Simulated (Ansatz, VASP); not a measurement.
**One calculation of AlN, two programs**

Contents of POSCAR:

```
AlN
1.0
    0.0000000000      2.0188684697      2.0188684697
    1.9381137309      0.0000000000      2.0188684697
    1.9381137309      2.0188684697      0.0000000000
Al N
1 1
Direct
    0.0000000000      0.0000000000      0.0000000000
    0.5000000000      0.5000000000      0.5000000000
```

INCAR.step1

```
SYSTEM = AlN
ALGO = Normal
EDIFF = 1E-4
ENCUT = 520
GGA = PE
ISMEAR = 0
LASPH = .True.
LCHARG = .False.
LREAL = .False.
LWAVE = .True.
NBANDS = 11
NELM = 80
PREC = Accurate
SIGMA = 0.01
```

Contents of INCAR.step2:

```
SYSTEM = AlN
ALGO = Normal
EDIFF = 1E-6
ENCUT = 520
ISIF = 2
ISMEAR = 0
ISTART = 1
LASPH = .True.
LCHARG = .False.
LMIXTAU = .True.
LREAL = .False.
LWAVE = .False.
METAGGA = R2SCAN
NBANDS = 11
NELM = 80
PREC = Accurate
SIGMA = 0.01
```

Contents of KPOINTS:

```
k-points
0
Gamma
  10 10 10
  0 0 0
```

Input for Ansatz:

```yaml
crystal:
  lattice:
    - [0.0, 2.0188684697, 2.0188684697]
    - [1.9381137309, 0.0, 2.0188684697]
    - [1.9381137309, 2.0188684697, 0.0]
  atoms:
    - { symbol: Al, position: [0.0, 0.0, 0.0] }
    - { symbol: "N", position: [0.5, 0.5, 0.5] }
kpoints:
  mp_grid: { grid: [10, 10, 10] }
  band_path:
    path:
      - [0.0, 0.0, 0.0]
      - [0.5, 0.0, 0.5]
      - [0.625, 0.25, 0.625]
      - [0.375, 0.375, 0.75]
      - [0.5, 0.5, 0.5]
      - [0.5, 0.25, 0.75]
      - [0.0, 0.5, 0.5]
    npoints: 1
hamiltonian:
  xc: r2scan
scf:
  occupations: { method: fixed }
  n_extra_bands: 4
output:
  forces: true
  stress: true
  eigenvalues: true
  write_density: true
  write_potential: true
  elf: true
  volumetric_format: npy
```

Change from the starting cell: uniaxial_x strain -4.0%.

Alike in both runs: task single point; functional r2SCAN; k mesh 10 × 10 × 10; no spin polarisation.

|  | VASP | Ansatz |
| --- | --- | --- |
| version | VASP 6.6.1 | Ansatz 0.2.0 |
| potentials or method | VASP PAW PBE potentials, release 64 (Al, N) | plane waves, PAW |
| plane-wave cutoff (eV) | 520 | 500 |
| occupations | gaussian, width 0.01 eV | fixed |
| valence electrons in the cell | 8 | 8 |

|  | VASP | Ansatz | Ansatz less VASP |
| --- | --- | --- | --- |
| gap on the k mesh at the Fermi level (eV) | 5.54 | 5.57 | +0.036 |
| pressure (GPa) | 12.3 | 13.2 | +0.84 |
| largest component of the traceless stress (GPa) | 10.83 | 10.63 | -0.200 |

Caveats: the PAW data sets were made with another functional, which shifts forces and pressure a little (VASP). A k mesh can miss the band edges.
